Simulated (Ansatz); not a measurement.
**AlNi: a trigonal deformation path**

The task, for AlNi: look for other minima along a trigonal path.

Computed with Ansatz 0.2.0 (DFT PBE, scalar-relativistic, plane waves, PAW, unless a step's input says otherwise).

## Step 1: Starting point

Symmetry: Pm-3m, No. 221, cubic system. Conventional cell: a = 2.881 Å, b = 2.881 Å, c = 2.881 Å, α = 90.00°, β = 90.00°, γ = 90.00°. Al (site symmetry m-3m) has 8 Ni at 2.50 Å as nearest neighbours. Around Ni (site symmetry m-3m) lie 8 Al at 2.50 Å.

Coordinates:

```
CELL_PARAMETERS angstrom
2.88100 0.00000 0.00000
0.00000 2.88100 0.00000
0.00000 0.00000 2.88100
ATOMIC_POSITIONS crystal
Al 0.00000 0.00000 0.00000
Ni 0.50000 0.50000 0.50000
```

No relaxation comes first: the listed cell is the starting point.

## Step 2: Zero of energy

Reference values: F = -6378.5334 eV; pressure 2.07 GPa; largest force 0.000 eV/Å; gap on the mesh none (metal). It was computed beforehand with the settings of the runs below.

## Step 3: Next: a trigonal deformation path

At fixed volume and fractional coordinates, lengths along (0.577, 0.577, 0.577) are scaled against those across it; ρ is that ratio over its starting value.

## Step 4: Point ρ = 0.500

Contents of input.yaml:

```yaml
crystal:
  lattice:
    - [3.024860454, -0.6049720908, -0.6049720908]
    - [-0.6049720908, 3.024860454, -0.6049720908]
    - [-0.6049720908, -0.6049720908, 3.024860454]
  atoms:
    - { symbol: Al, position: [0.0, 0.0, 0.0] }
    - { symbol: Ni, position: [0.5, 0.5, 0.5] }
basis:
  ecutwfc: 420
kpoints:
  mp_grid: { grid: [18, 18, 18] }
hamiltonian:
  xc: pbe
scf:
  occupations: { method: gaussian, width: 0.15 }
output:
  forces: true
  stress: true
  eigenvalues: true
```

Command:

```
ansatz run input.yaml --threads 1 --pin off --max-ram 2560MiB --backend cpu --events-out ev --progress --plain --runs-dir out
```

Further runs follow: ρ = 2.000; point ρ = 0.710; ρ = 1.410; At ρ = 0.600; point ρ = 0.850; point ρ = 1.200; At ρ = 1.700; At ρ = 0.930; At ρ = 1.080.

Before running it: what results should come out? Wanted: highest point.

The runs gave:

```
     quantity                         value
highest point  6103.9 meV/atom at ρ = 0.500
```

The undisturbed cell stays the lowest of the sampled points. No sampled point inside the path is a dip, apart from those named. At ρ = 2.000 the cell takes another symmetry, Fm-3m, 810.5 meV/atom from the start at this fixed volume. Spin polarisation is off in the runs that give these values; a magnetic solution could lie lower.
